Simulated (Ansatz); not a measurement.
**FeO under changes of volume**

One of the cells (10.013 Å³/atom); the others are scaled copies at fixed shape and fractional positions:

```
Fe O
1.0
     0.00000    2.15540    2.15540
     2.15540    0.00000    2.15540
     2.15540    2.15540    0.00000
Fe O
1 1
Direct
  0.00000 0.00000 0.00000
  0.50000 0.50000 0.50000
```

| Quantity | Value |
| --- | --- |
| Program | Ansatz 0.2.0 |
| Functional | PBE |
| Potentials or basis | Ansatz NC |
| Cutoff | 1240 eV (not typed: the program's choice for these potentials) |
| k mesh | 11 × 11 × 11 |
| Occupations | fermi-dirac, width 0.05 eV |
| Spin | collinear spin, ferromagnetic start |
| Starting moments | [3.0, 0.0] μB |

```csv
volume (Å³/atom),energy over the lowest point (meV/atom),pressure (GPa)
9.413,20.72,12.5
9.613,8.28,7.6
9.813,1.57,3.3
10.013,0.00,-0.6
10.214,3.00,-4.0
10.414,10.09,-7.1
10.614,?,?
```

Problem. What does the run at 10.614 Å³/atom give?

Solution. Energy over the lowest point 20.86 meV/atom; pressure -9.9 GPa.

Worked out: A Birch-Murnaghan fit of order 3 (a polynomial in V^(-2/3)) to the other rows has its minimum at 9.98 Å³/atom with B0 = V·E''(V) = 186 GPa and B' = 4.7. It gives 20.81 meV/atom at 10.614 Å³/atom, against the run's 20.86, and -dE/dV = -9.9 GPa, against -9.9.

Energies are extrapolated to zero smearing.

Caveats: a cell with one magnetic atom can't hold antiferromagnetic order, which such compounds often take.
